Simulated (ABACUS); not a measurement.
Runs of ABACUS 3.10.1 on HfO2. The structure is cubic, space group Fm-3m (No. 225). The conventional cell has a = 5.115 Å, b = 5.115 Å, c = 5.115 Å, α = 90.00°, β = 90.00°, γ = 90.00°. Hf (site symmetry m-3m) has 8 O at 2.21 Å as nearest neighbours. O (site symmetry -43m) is surrounded by 4 Hf at 2.21 Å. Measurements of this composition are mostly on another form, of space group No. 14.

| task | potentials or basis | cell | gap on the mesh (eV) | pressure (GPa) | V0 of scaled cells (Å³/atom) | B0 (GPa) |
| --- | --- | --- | --- | --- | --- | --- |
| equation of state | PseudoDojo NC SR 0.4.1 PBE standard, TZDP LCAO (the cutoffs set its grid) | as given | - | - | 10.98 | (a) |
| single point | PseudoDojo NC SR 0.4.1 PBE standard, DZP LCAO (the cutoffs set its grid) | as given | 3.84 | -3.3 | - | - |
| equation of state | PseudoDojo NC SR 0.4.1 PBE standard, DZP LCAO (the cutoffs set its grid) | as given | - | - | 11.00 | 246 |
| single point | PseudoDojo NC SR 0.4.1 PBE standard, DZP LCAO (the cutoffs set its grid) | atoms moved at random, drawn with an rms of 0.05 Å | 3.84 | -2.9 | - | - |
| single point | PseudoDojo NC SR 0.4.1 PBE standard, TZDP LCAO (the cutoffs set its grid) | as given | 3.85 | (b) | - | - |

Alike in all rows: level PBE; no spin polarisation; k mesh 9 × 9 × 9; cutoff (eV) 1361; smearing fermi-dirac 0.05 eV.

Q: Fill in the values left out.

A: (a) 249; (b) -3.7.

Caveats: the atomic orbitals were generated for these runs and aren't a published set; the basis of atomic orbitals isn't converged, which shifts pressures, moduli and gaps; spin-orbit coupling is left out, which moves the levels of the heavy elements (some runs); an odd mesh through Γ misses points on the zone boundary, where band edges often lie (some runs).

A k mesh can miss the band edges, and the runs leave out spin-orbit coupling on Hf.
